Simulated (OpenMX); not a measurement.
Crystal: RbBr.

```
CELL_PARAMETERS angstrom
0.00000 3.42700 3.42700
3.42700 0.00000 3.42700
3.42700 3.42700 0.00000
ATOMIC_POSITIONS crystal
Rb 0.00000 0.00000 0.00000
Br 0.50000 0.50000 0.50000
```

Base run:

| Item | Value |
| --- | --- |
| Program | OpenMX 3.8.5 |
| Functional | PBE |
| Potentials or basis | OpenMX 2013 PBE set, Rb11.0-s3p2d2f1, Br7.0-s3p2d2f1, grid cutoff 300 Ry |
| k mesh | 7 × 7 × 7 |
| Occupations | fermi-dirac, width 0.05 eV |
| Spin | no spin polarisation |

Its results: band gap on the k mesh 4.38 eV, direct; pressure 1.1 GPa.

**Question.** The run is repeated on the same cell with these changes: potentials or basis from OpenMX 2013 PBE set, Rb11.0-s3p2d2f1, Br7.0-s3p2d2f1, grid cutoff 300 Ry to OpenMX 2013 PBE set, Rb11.0-s2p2d1, Br7.0-s3p2d1, grid cutoff 300 Ry. What comes out?

**Answer.** Band gap on the k mesh 4.31 eV, direct; pressure 1.0 GPa.

Caveats: the basis of atomic orbitals isn't converged, which shifts pressures, moduli and gaps.
